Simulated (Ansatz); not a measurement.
**Vibrational response of LiCl**

Theory: Ansatz, DFT PBEsol, scalar-relativistic, plane waves, PAW. Settings: 420 eV plane-wave cutoff, Γ-centred 8×8×8 mesh, fixed occupations. No spin polarisation. Phonons by linear response, acoustic sum rule imposed.

The cell is fixed (symmetry leaves no force on the atoms) and stands under -0.1 GPa:
```yaml
crystal:
  lattice:
    - [3.23240, 0.00000, 0.00000]
    - [0.00000, 3.23240, 0.00000]
    - [0.00000, 0.00000, 3.23240]
  atoms:
    - { symbol: Li, position: [0.00000, 0.00000, 0.00000] }
    - { symbol: Cl, position: [0.50000, 0.50000, 0.50000] }
```

Its imaginary modes show that this cell, the ideal cubic caesium chloride prototype, isn't a minimum of the energy.

Optical modes at Γ (transverse, no macroscopic field); i marks an imaginary frequency:
```json
{"frequency (meV)": "16.0i", "degeneracy": "3", "IR intensity of the level ((D/Å)²/amu)": "19.66"}
```

3 of the 3 optical modes are unstable, so the structure is a saddle point of the energy and would distort without enlarging its cell.

```
Electronic dielectric constant ε∞ (principal values) : 3.21
Refractive index √ε∞, mean                           : 1.79
Kohn–Sham gap on the mesh                            : 4.40 eV
Cost                                                 : 12 s on 1 thread of Arm Neoverse V2, with other jobs on the host, peak memory 0.37 GiB
```

Born effective charges (e):
```json
{"atom": "Li (atom 1)", "Z*xx": "1.28", "Z*yy": "1.28", "Z*zz": "1.28", "mean": "1.28"}
{"atom": "Cl (atom 2)", "Z*xx": "-1.28", "Z*yy": "-1.28", "Z*zz": "-1.28", "mean": "-1.28"}
```